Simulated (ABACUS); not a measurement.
# V (Im-3m) in ABACUS: settings compared, part 2 of 2

ABACUS 3.10.1. The steps go on from the part before.

**4. Single point, WC, collinear spin, ferromagnetic start**

The input, run_abacus.py:

```python
"""ABACUS run from a structure file: ASE reads it, the script writes STRU, KPT and INPUT."""
import re
import subprocess
import spglib
from ase import Atoms
from ase.io import read
from ase.units import Bohr

atoms = read("V.cif")
cell, frac, numbers = spglib.standardize_cell((atoms.cell[:], atoms.get_scaled_positions(), atoms.numbers), to_primitive=True, symprec=1e-4)
atoms = Atoms(numbers=numbers, cell=cell, scaled_positions=frac, pbc=True)  # the primitive cell
atoms = atoms[(-atoms.numbers).argsort(kind="stable")]  # ABACUS lists atoms element by element
pseudo = {'V': 'v_pbesol_v1.4.uspp.F.UPF'}
orbital = {}
magmoms = [2.0]
kmesh = [10, 10, 10]
params = {
    'suffix': 'V',
    'calculation': 'scf',
    'basis_type': 'pw',
    'pseudo_dir': './',
    'symmetry': 1,
    'dft_functional': 'wc',
    'ecutwfc': 40,
    'pseudo_rcut': 10,
    'nspin': 2,
    'nbands': 18,
    'ks_solver': 'dav',
    'smearing_method': 'fd',
    'smearing_sigma': 0.00367493,
    'scf_thr': 1e-08,
    'scf_nmax': 100,
    'mixing_type': 'broyden',
    'mixing_beta': 0.4,
    'cal_force': 1,
    'cal_stress': 1,
    'ecutrho': 320,
    'out_chg': 1,
    'out_pot': 2,
    'out_elf': 0,
    'kpar': 4,
}

symbols = atoms.get_chemical_symbols()
elements = list(dict.fromkeys(symbols))
lines = ["ATOMIC_SPECIES"] + [f"{e} {atoms.get_masses()[symbols.index(e)]:.4f} {pseudo[e]}" for e in elements]
if orbital:
    lines += ["", "NUMERICAL_ORBITAL"] + [orbital[e] for e in elements]
lines += ["", "LATTICE_CONSTANT", f"{1 / Bohr:.10f}", "", "LATTICE_VECTORS"]
lines += [" ".join(f"{x:.10f}" for x in v) for v in atoms.cell]
lines += ["", "ATOMIC_POSITIONS", "Direct"]
for e in elements:
    lines += ["", e, "0.0", str(symbols.count(e))]
    for i, p in enumerate(atoms.get_scaled_positions(wrap=False)):
        if symbols[i] == e:
            mag = "" if magmoms is None else " mag " + " ".join(str(x) for x in (magmoms[i] if isinstance(magmoms[i], list) else [magmoms[i]]))
            lines.append(" ".join(f"{x:.10f}" for x in p) + " 1 1 1" + mag)
open("STRU", "w").write("\n".join(lines) + "\n")
open("KPT", "w").write("K_POINTS\n0\nGamma\n%d %d %d 0 0 0\n" % tuple(kmesh))
open("INPUT", "w").write("INPUT_PARAMETERS\n" + "".join(f"{k:<20s}{v}\n" for k, v in params.items()))

done = subprocess.run(['mpirun', '-np', '4', 'abacus'])
if done.returncode:
    raise SystemExit(done.returncode)
log = open("OUT.V/running_scf.log").read()
print("final energy (eV):", re.findall(r"FINAL_ETOT_IS (\S+)", log))
```

The input, V.cif:

```cif
data_V
_cell_length_a 3.02870000
_cell_length_b 3.02870000
_cell_length_c 3.02870000
_cell_angle_alpha 90.00000000
_cell_angle_beta 90.00000000
_cell_angle_gamma 90.00000000
_space_group_name_H-M_alt 'Im-3m'
_space_group_name_Hall '-I 4 2 3'
_space_group_IT_number 229
loop_
_space_group_symop_operation_xyz
'x,y,z'
'-x,-y,-z'
'-y,x,z'
'y,-x,-z'
'-x,-y,z'
'x,y,-z'
'y,-x,z'
'-y,x,-z'
'x,-y,-z'
'-x,y,z'
'-y,-x,-z'
'y,x,z'
'-x,y,-z'
'x,-y,z'
'y,x,-z'
'-y,-x,z'
'z,x,y'
'-z,-x,-y'
'z,-y,x'
'-z,y,-x'
'z,-x,-y'
'-z,x,y'
'z,y,-x'
'-z,-y,x'
'-z,x,-y'
'z,-x,y'
'-z,-y,-x'
'z,y,x'
'-z,-x,y'
'z,x,-y'
'-z,y,x'
'z,-y,-x'
'y,z,x'
'-y,-z,-x'
'x,z,-y'
'-x,-z,y'
'-y,z,-x'
'y,-z,x'
'-x,z,y'
'x,-z,-y'
'-y,-z,x'
'y,z,-x'
'-x,-z,-y'
'x,z,y'
'y,-z,-x'
'-y,z,x'
'x,-z,y'
'-x,z,-y'
'x+1/2,y+1/2,z+1/2'
'-x+1/2,-y+1/2,-z+1/2'
'-y+1/2,x+1/2,z+1/2'
'y+1/2,-x+1/2,-z+1/2'
'-x+1/2,-y+1/2,z+1/2'
'x+1/2,y+1/2,-z+1/2'
'y+1/2,-x+1/2,z+1/2'
'-y+1/2,x+1/2,-z+1/2'
'x+1/2,-y+1/2,-z+1/2'
'-x+1/2,y+1/2,z+1/2'
'-y+1/2,-x+1/2,-z+1/2'
'y+1/2,x+1/2,z+1/2'
'-x+1/2,y+1/2,-z+1/2'
'x+1/2,-y+1/2,z+1/2'
'y+1/2,x+1/2,-z+1/2'
'-y+1/2,-x+1/2,z+1/2'
'z+1/2,x+1/2,y+1/2'
'-z+1/2,-x+1/2,-y+1/2'
'z+1/2,-y+1/2,x+1/2'
'-z+1/2,y+1/2,-x+1/2'
'z+1/2,-x+1/2,-y+1/2'
'-z+1/2,x+1/2,y+1/2'
'z+1/2,y+1/2,-x+1/2'
'-z+1/2,-y+1/2,x+1/2'
'-z+1/2,x+1/2,-y+1/2'
'z+1/2,-x+1/2,y+1/2'
'-z+1/2,-y+1/2,-x+1/2'
'z+1/2,y+1/2,x+1/2'
'-z+1/2,-x+1/2,y+1/2'
'z+1/2,x+1/2,-y+1/2'
'-z+1/2,y+1/2,x+1/2'
'z+1/2,-y+1/2,-x+1/2'
'y+1/2,z+1/2,x+1/2'
'-y+1/2,-z+1/2,-x+1/2'
'x+1/2,z+1/2,-y+1/2'
'-x+1/2,-z+1/2,y+1/2'
'-y+1/2,z+1/2,-x+1/2'
'y+1/2,-z+1/2,x+1/2'
'-x+1/2,z+1/2,y+1/2'
'x+1/2,-z+1/2,-y+1/2'
'-y+1/2,-z+1/2,x+1/2'
'y+1/2,z+1/2,-x+1/2'
'-x+1/2,-z+1/2,-y+1/2'
'x+1/2,z+1/2,y+1/2'
'y+1/2,-z+1/2,-x+1/2'
'-y+1/2,z+1/2,x+1/2'
'x+1/2,-z+1/2,y+1/2'
'-x+1/2,z+1/2,-y+1/2'
loop_
_atom_site_label
_atom_site_type_symbol
_atom_site_symmetry_multiplicity
_atom_site_Wyckoff_symbol
_atom_site_fract_x
_atom_site_fract_y
_atom_site_fract_z
_atom_site_occupancy
V1 V 2 a 0.0000000000 0.0000000000 0.0000000000 1
```

Potentials or basis: GBRV ultrasoft 1.5 PBEsol, plane waves.

Started as:

```console
$ OMP_NUM_THREADS=1 python run_abacus.py > log
```

running log:

```text
ABACUS v3.10.1

               Atomic-orbital Based Ab-initio Computation at UStc

 ------------------------------------------------------------------------------------

 READING GENERAL INFORMATION
                           global_out_dir = OUT.V/
                           global_in_card = INPUT
                               pseudo_dir = ./
                              orbital_dir =
                                    DSIZE = 4
                                    GSIZE = 1

 READING UNITCELL INFORMATION
                                    ntype = 1
                  lattice constant (Bohr) = 1.88973
              lattice constant (Angstrom) = 1

 READING ATOM TYPE 1
                               atom label = V
                      L=0, number of zeta = 1
                      L=1, number of zeta = 1
                      L=2, number of zeta = 1
             number of atom for this type = 1
               magnetization of element 1 = 2

                        TOTAL ATOM NUMBER = 1
DIRECT COORDINATES
    atom                   x                   y                   z     mag                  vx                  vy                  vz
[... 354 lines left out ...]
----------------------------------------------------------
 E_KohnSham     -144.4354685667      -1965.1453658066
 E_KS(sigma->0) -144.4350755044      -1965.1400179207
 E_Harris       -144.4353656481      -1965.1439655273
 E_band         -11.2884247225       -153.5868976697
 E_one_elec     -47.3748341402       -644.5676861119
 E_Hartree      29.1846364632        397.0773499575
 E_xc           -18.7858062829       -255.5940069715
 E_Ewald        -107.4586784823      -1462.0503269089
 E_entropy(-TS) -0.0007861244        -0.0106957718
 E_descf        0.0000000000         0.0000000000
 E_exx          0.0000000000         0.0000000000
 E_Fermi        1.1516600702         15.6691391135
----------------------------------------------------------

 charge density convergence is achieved
 final etot is -1965.1453658 eV
 EFERMI = 15.669139114 eV
The vacuum level is 15.225057583 eV

 STATE ENERGY(eV) AND OCCUPATIONS    NSPIN == 2
SPIN UP :
 1/12 kpoint (Cartesian) = 0.0000 0.0000 0.0000 (381 pws)
       1       -47.6442     0.00100000
       2       -21.1249     0.00100000
       3       -21.1249     0.00100000
       4       -21.1249     0.00100000
       5        8.99025     0.00100000
       6        16.1118    1.42933e-07
[... 98 lines left out ...]
       5        12.5172     0.00600000
       6        14.5980     0.00600000
[... 10 lines left out ...]
      17        49.6411        0.00000
      18        51.7720        0.00000

[... levels at 18 further k points ...]

------------------------------------------------------------------------------------------
 TOTAL-FORCE (eV/Angstrom)
------------------------------------------------------------------------------------------
                        V1         0.0000000000         0.0000000000         0.0000000000
------------------------------------------------------------------------------------------

----------------------------------------------------------------
 TOTAL-STRESS (KBAR)
----------------------------------------------------------------
      -259.6399395420        -0.0000000000        -0.0000000000
        -0.0000000000      -259.6399395420         0.0000000000
         0.0000000000         0.0000000000      -259.6399395420
----------------------------------------------------------------
 TOTAL-PRESSURE: -259.639940 KBAR

 --------------------------------------------
 !FINAL_ETOT_IS -1965.1453658065636318 eV
 --------------------------------------------
```

STRU:

```text
ATOMIC_SPECIES
V 50.9415 v_pbesol_v1.4.uspp.F.UPF

LATTICE_CONSTANT
1.8897261258

LATTICE_VECTORS
-1.5143500000 1.5143500000 1.5143500000
1.5143500000 -1.5143500000 1.5143500000
1.5143500000 1.5143500000 -1.5143500000

ATOMIC_POSITIONS
Direct

V
0.0
1
-0.0000000000 0.0000000000 0.0000000000 1 1 1 mag 2.0
```

Wall time 5.6 s (4 MPI ranks of Intel Xeon Platinum 8488C (Sapphire Rapids), shared host); peak memory 0.36 GiB.

Results:

```
Free energy            : -1965.1454 eV
Pressure               : -26.0 GPa
Band gap on the k mesh : none (metal or under the smearing width)
Net moment             : 0.00 μB per cell
Absolute moment        : 0.00 μB per cell
```

Caveat: so large a pressure means that the cell lies far from this level's equilibrium, or that cutoff or potentials fall short; the potentials were made for another functional, which shifts forces and pressure.

**5. Overview**

```csv
level,potentials or basis,k mesh,cutoff (eV),orbital files,SCF threshold on the density,eigensolver,gap on the mesh (eV),pressure (GPa),moment (μB)
PBE,"PseudoDojo NC SR 0.4.1 PBE standard, TZDP LCAO (the cutoffs set its grid)",12 × 12 × 12,1361,V V_confined-atom_7au_4s3p3d1f.orb,1e-07,genelpa,none,-5.0,0.00
LDA-PW92,"GBRV ultrasoft 1.5 LDA, plane waves",10 × 10 × 10,544,-,1e-08,dav,none,-17.1,0.00
WC,"GBRV ultrasoft 1.5 PBEsol, plane waves",10 × 10 × 10,544,-,1e-08,dav,none,-26.0,0.00
```

Alike in all rows: task single point; spin collinear, ferromagnetic start; cell as given; smearing fermi-dirac 0.05 eV.

Caveats: so large a pressure means that the cell lies far from this level's equilibrium, or that cutoff or potentials fall short (some runs); the atomic orbitals were generated for these runs and aren't a published set (some runs); the basis of atomic orbitals isn't converged, which shifts pressures, moduli and gaps (some runs); the potentials were made for another functional, which shifts forces and pressure (some runs).

Absolute energies hang on the potentials; compare differences alone.
